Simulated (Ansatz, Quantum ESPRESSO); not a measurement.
MgS: programs and potentials compared

```
S Mg
1.0
     0.00000    2.60165    2.60165
     2.60165    0.00000    2.60165
     2.60165    2.60165    0.00000
S Mg
1 1
Direct
  0.50000 0.50000 0.50000
  0.00000 0.00000 0.00000
```

Alike in all runs: task equation of state; functional PBEsol; k mesh 9 × 9 × 9; occupations fermi-dirac, width 0.05 eV; no spin polarisation; no spin-orbit coupling.

```
                               program and potentials  plane-wave cutoff (eV)                                                 notes  equilibrium volume (Å³/atom)  bulk modulus (GPa)
                                   Ansatz, Ansatz PAW                     420  potentials made for PBE, which Ansatz adapts in part                         17.39                78.1
       Ansatz, all-electron LAPW, scalar-relativistic                       -                                                     -                         17.39                78.1
Quantum ESPRESSO, PseudoDojo 0.4.1 SR PBEsol standard                    1143                                                     -                         17.41                77.8
```

The equilibrium volume spans 17.39 (Ansatz, all-electron LAPW, scalar-relativistic) to 17.41 Å³/atom (Quantum ESPRESSO, PseudoDojo 0.4.1 SR PBEsol standard), with all-electron results at 17.39. The bulk modulus spans 77.8 (Quantum ESPRESSO, PseudoDojo 0.4.1 SR PBEsol standard) to 78.1 GPa (Ansatz, all-electron LAPW, scalar-relativistic), with all-electron results at 78.1.

The functional is the same throughout but for its coding, so the spread measures potentials, basis and numerics; runs on potential files found faulty are left out.

The computed equation of state of MgS is almost independent of how the core electrons are treated. The PAW run reproduces the all-electron volume of 17.39 Å³/atom and bulk modulus of 78.1 GPa to the digits given, while the PseudoDojo run is marginally larger in volume and softer, at 17.41 Å³/atom and 77.8 GPa. The two shifts go together, as expected: the restoring force against compression weakens as the ions move apart.

Such close agreement is probably helped by the chemistry of the compound. Bonding is largely ionic, between magnesium that has given up its s electrons and sulfide with a filled p shell, and there are no partly filled d or f shells to make heavy demands on a potential. The cores therefore change little under modest compression, which favours transferability. The match between PAW and all-electron results may still include some cancellation of small errors. Agreement between programs shows numerical consistency, not how closely PBEsol describes real MgS.
